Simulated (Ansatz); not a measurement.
Born–Oppenheimer molecular dynamics of a periodic cell of 16 atoms, C (start crystal C, start structure diamond, volume 1.05 times the crystal's). It goes on from the last frame of an earlier run, with new velocities.

The calculation used Ansatz, DFT PBE, scalar-relativistic, plane waves, PAW. Settings: accuracy low, cutoff 420 eV, k mesh 3x3x3, fermi-dirac smearing 0.3 eV, no spin polarisation.

* ensemble: NVE (velocity Verlet)
* time step: 1 fs
* steps asked: 130
* starting velocities drawn for: 2100 K
* seed: 528334

Frames 5 fs apart, positions in Å.

Velocities at 50.0 fs (Å/ps):

```
C -9.13 5.83 -3.43
C 0.77 -14.42 9.72
C 4.57 -19.51 25.68
C 1.81 16.54 15.44
C -12.81 -12.55 -0.25
C 9.32 -5.58 -6.43
C -17.31 22.21 -6.57
C -1.36 -3.06 -13.51
C -9.39 1.34 4.37
C 19.29 -12.48 -6.67
C -1.35 19.76 2.37
C 0.81 -7.51 -0.53
C 8.63 -7.20 -7.69
C 5.33 24.31 3.93
C 3.20 4.04 -4.90
C -2.38 -11.74 -11.52
```

```xyz
16
Lattice="0.0000 3.6285 3.6285 3.6285 0.0000 3.6285 3.6285 3.6285 0.0000" Properties=species:S:1:pos:R:3 time_fs=50.0 energy_less_start_eV=0.459 T=1863
C 0.074 0.269 -0.120
C 1.050 0.945 0.858
C 1.800 1.887 -0.015
C 2.729 2.685 1.023
C 1.751 -0.110 1.721
C 2.817 0.883 2.674
C 3.615 1.771 1.837
C 4.450 2.681 2.747
C -0.106 1.884 1.856
C 0.934 2.935 2.754
C 1.787 3.512 1.818
C 2.840 4.572 2.753
C 1.802 1.770 3.541
C 2.677 2.711 4.508
C 3.625 3.515 3.687
C 4.438 4.375 4.644
16
Lattice="0.0000 3.6285 3.6285 3.6285 0.0000 3.6285 3.6285 3.6285 0.0000" Properties=species:S:1:pos:R:3 time_fs=55.0 energy_less_start_eV=-0.885 T=2551
C 0.058 0.221 -0.079
C 1.001 0.888 0.915
C 1.853 1.783 0.112
C 2.727 2.778 1.047
C 1.705 -0.138 1.740
C 2.791 0.883 2.638
C 3.543 1.869 1.795
C 4.475 2.665 2.680
C -0.104 1.887 1.868
C 0.998 2.807 2.731
C 1.808 3.650 1.830
C 2.805 4.534 2.753
C 1.838 1.747 3.528
C 2.692 2.783 4.528
C 3.632 3.566 3.647
C 4.463 4.361 4.554
16
Lattice="0.0000 3.6285 3.6285 3.6285 0.0000 3.6285 3.6285 3.6285 0.0000" Properties=species:S:1:pos:R:3 time_fs=60.0 energy_less_start_eV=-2.016 T=3128
C 0.064 0.048 0.022
C 0.871 0.872 0.973
C 1.921 1.710 0.191
C 2.707 2.874 0.959
C 1.714 -0.098 1.792
C 2.680 0.916 2.623
C 3.529 1.903 1.756
C 4.534 2.643 2.655
C -0.015 1.880 1.865
C 0.990 2.632 2.719
C 1.849 3.789 1.851
C 2.717 4.526 2.765
C 1.855 1.748 3.562
C 2.697 2.749 4.537
C 3.630 3.630 3.582
C 4.544 4.464 4.434
16
Lattice="0.0000 3.6285 3.6285 3.6285 0.0000 3.6285 3.6285 3.6285 0.0000" Properties=species:S:1:pos:R:3 time_fs=65.0 energy_less_start_eV=1.090 T=1540
C 0.038 -0.148 0.085
C 0.759 0.878 1.013
C 1.922 1.709 0.190
C 2.698 2.914 0.845
C 1.774 -0.020 1.855
C 2.602 0.930 2.640
C 3.574 1.881 1.736
C 4.571 2.627 2.686
C 0.077 1.839 1.843
C 0.939 2.545 2.720
C 1.848 3.835 1.841
C 2.653 4.566 2.797
C 1.861 1.770 3.617
C 2.717 2.678 4.529
C 3.637 3.649 3.529
C 4.613 4.632 4.359
16
Lattice="0.0000 3.6285 3.6285 3.6285 0.0000 3.6285 3.6285 3.6285 0.0000" Properties=species:S:1:pos:R:3 time_fs=70.0 energy_less_start_eV=-0.378 T=2288
C 0.025 -0.237 0.050
C 0.763 0.847 1.001
C 1.822 1.784 0.115
C 2.661 2.831 0.835
C 1.835 0.028 1.895
C 2.627 0.922 2.666
C 3.650 1.836 1.740
C 4.570 2.644 2.746
C 0.070 1.782 1.813
C 0.898 2.605 2.745
C 1.800 3.788 1.780
C 2.658 4.604 2.817
C 1.891 1.833 3.627
C 2.769 2.661 4.522
C 3.661 3.627 3.523
C 4.586 4.729 4.408
16
Lattice="0.0000 3.6285 3.6285 3.6285 0.0000 3.6285 3.6285 3.6285 0.0000" Properties=species:S:1:pos:R:3 time_fs=75.0 energy_less_start_eV=-2.398 T=3326
C 0.009 -0.172 -0.036
C 0.877 0.777 0.941
C 1.673 1.871 0.008
C 2.612 2.670 0.923
C 1.861 0.014 1.879
C 2.753 0.908 2.708
C 3.699 1.803 1.781
C 4.547 2.705 2.785
C -0.025 1.742 1.812
C 0.893 2.747 2.742
C 1.744 3.698 1.728
C 2.702 4.589 2.778
C 1.921 1.911 3.594
C 2.839 2.715 4.527
C 3.670 3.610 3.580
C 4.511 4.696 4.535
16
Lattice="0.0000 3.6285 3.6285 3.6285 0.0000 3.6285 3.6285 3.6285 0.0000" Properties=species:S:1:pos:R:3 time_fs=80.0 energy_less_start_eV=-0.179 T=2187
C -0.041 -0.014 -0.070
C 0.989 0.743 0.868
C 1.607 1.864 -0.052
C 2.594 2.540 1.000
C 1.881 -0.025 1.823
C 2.891 0.892 2.760
C 3.664 1.806 1.867
C 4.508 2.806 2.755
C -0.097 1.725 1.825
C 0.926 2.850 2.681
C 1.715 3.599 1.736
C 2.725 4.537 2.691
C 1.914 1.958 3.569
C 2.863 2.781 4.544
C 3.648 3.652 3.680
C 4.498 4.569 4.609
16
Lattice="0.0000 3.6285 3.6285 3.6285 0.0000 3.6285 3.6285 3.6285 0.0000" Properties=species:S:1:pos:R:3 time_fs=85.0 energy_less_start_eV=0.713 T=1732
C -0.030 0.090 -0.014
C 1.015 0.787 0.807
C 1.674 1.771 -0.050
C 2.595 2.499 1.004
C 1.906 -0.043 1.764
C 2.902 0.926 2.788
C 3.597 1.827 1.934
C 4.476 2.890 2.691
C -0.073 1.750 1.813
C 0.931 2.840 2.649
C 1.757 3.525 1.780
C 2.695 4.478 2.620
C 1.880 1.957 3.577
C 2.800 2.783 4.569
C 3.621 3.745 3.746
C 4.540 4.459 4.606
16
Lattice="0.0000 3.6285 3.6285 3.6285 0.0000 3.6285 3.6285 3.6285 0.0000" Properties=species:S:1:pos:R:3 time_fs=90.0 energy_less_start_eV=-1.353 T=2789
C 0.044 0.071 0.082
C 0.959 0.882 0.802
C 1.822 1.694 -0.050
C 2.628 2.544 0.940
C 1.893 -0.010 1.752
C 2.763 1.000 2.791
C 3.575 1.858 1.930
C 4.476 2.895 2.659
C 0.021 1.809 1.782
C 0.873 2.714 2.702
C 1.851 3.498 1.804
C 2.652 4.456 2.612
C 1.829 1.897 3.620
C 2.704 2.724 4.569
C 3.598 3.800 3.722
C 4.598 4.454 4.569
16
Lattice="0.0000 3.6285 3.6285 3.6285 0.0000 3.6285 3.6285 3.6285 0.0000" Properties=species:S:1:pos:R:3 time_fs=95.0 energy_less_start_eV=-1.173 T=2698
C 0.068 -0.027 0.110
C 0.899 0.987 0.872
C 1.951 1.695 -0.074
C 2.727 2.651 0.854
C 1.823 0.064 1.801
C 2.603 1.028 2.783
C 3.606 1.884 1.870
C 4.500 2.832 2.671
C 0.095 1.858 1.746
C 0.820 2.586 2.789
C 1.897 3.499 1.807
C 2.670 4.483 2.664
C 1.762 1.784 3.689
C 2.647 2.679 4.541
C 3.591 3.753 3.624
C 4.628 4.530 4.539
16
Lattice="0.0000 3.6285 3.6285 3.6285 0.0000 3.6285 3.6285 3.6285 0.0000" Properties=species:S:1:pos:R:3 time_fs=100.0 energy_less_start_eV=-0.176 T=2189
C 0.033 -0.108 0.059
C 0.896 1.034 0.938
C 1.972 1.793 -0.076
C 2.853 2.764 0.807
C 1.728 0.131 1.872
C 2.536 0.980 2.736
C 3.656 1.878 1.797
C 4.539 2.740 2.707
C 0.070 1.884 1.731
C 0.826 2.551 2.858
C 1.874 3.539 1.800
C 2.758 4.504 2.707
C 1.713 1.699 3.742
C 2.647 2.706 4.517
C 3.616 3.620 3.526
C 4.567 4.571 4.564
16
Lattice="0.0000 3.6285 3.6285 3.6285 0.0000 3.6285 3.6285 3.6285 0.0000" Properties=species:S:1:pos:R:3 time_fs=105.0 energy_less_start_eV=-0.788 T=2498
C 0.019 -0.063 -0.066
C 0.941 1.008 0.945
C 1.912 1.922 -0.043
C 2.882 2.805 0.862
C 1.656 0.141 1.898
C 2.585 0.895 2.689
C 3.687 1.837 1.745
C 4.588 2.651 2.738
C -0.037 1.891 1.769
C 0.884 2.612 2.850
C 1.828 3.619 1.808
C 2.842 4.513 2.699
C 1.731 1.703 3.735
C 2.683 2.777 4.508
C 3.640 3.474 3.507
C 4.443 4.503 4.643
```

Of the whole run (130 fs, mean temperature of the second half 2410 K): The conserved energy stayed within 1.9 meV per atom of its start (net change -0.9 meV per atom), so the integration is sound. A run of 0.13 ps of so small a system gives no equilibrium averages. Limits of this set-up: low accuracy level.

The run took 10 min on 1 thread of Arm Neoverse V2, with other jobs on the host, peak memory 0.4 GiB.
